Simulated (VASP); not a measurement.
PtSe2, 3 atoms in the cell. The structure is trigonal, space group P-3m1 (No. 164). The conventional cell has a = 3.724 Å, b = 3.724 Å, c = 5.062 Å, α = 90.00°, β = 90.00°, γ = 120.00°. Around Pt (site symmetry -3m) lie 6 Se at 2.49 Å. Se (site symmetry 3m) has 3 Pt at 2.49 Å as nearest neighbours. 

* Program: VASP 6.6.1
* Task: relaxation of cell and atoms
* Functional: LDA
* Potentials or basis: VASP PAW LDA potentials, release 64 (Pt, Se)
* Cutoff: 520 eV
* k mesh: 9 × 9 × 6
* Occupations: gaussian, width 0.02 eV
* Spin: no spin polarisation
* Further INCAR settings: ALGO = Normal; EDIFF = 1e-07; IBRION = 2; EDIFFG = -0.002; NSW = 80; ISIF = 3

Potentials or basis: VASP PAW LDA potentials, release 64 (Pt, Se).

The run is started by

```bash
$ cat potpaw_LDA.64/Pt/POTCAR potpaw_LDA.64/Se/POTCAR > POTCAR
$ mpirun -np 4 vasp_std > vasp.out
```

Hardware: 4 MPI ranks on Intel(R) Xeon(R) Platinum 8488C (Sapphire Rapids), on a shared host.

Question: How long does it take, and how much memory?

Answer: Wall time 98 s on 4 MPI ranks on Intel(R) Xeon(R) Platinum 8488C (Sapphire Rapids), with other jobs on the host, peak memory 0.19 GiB a rank. Counts: scf iterations 124, k points 62, ion steps 19.
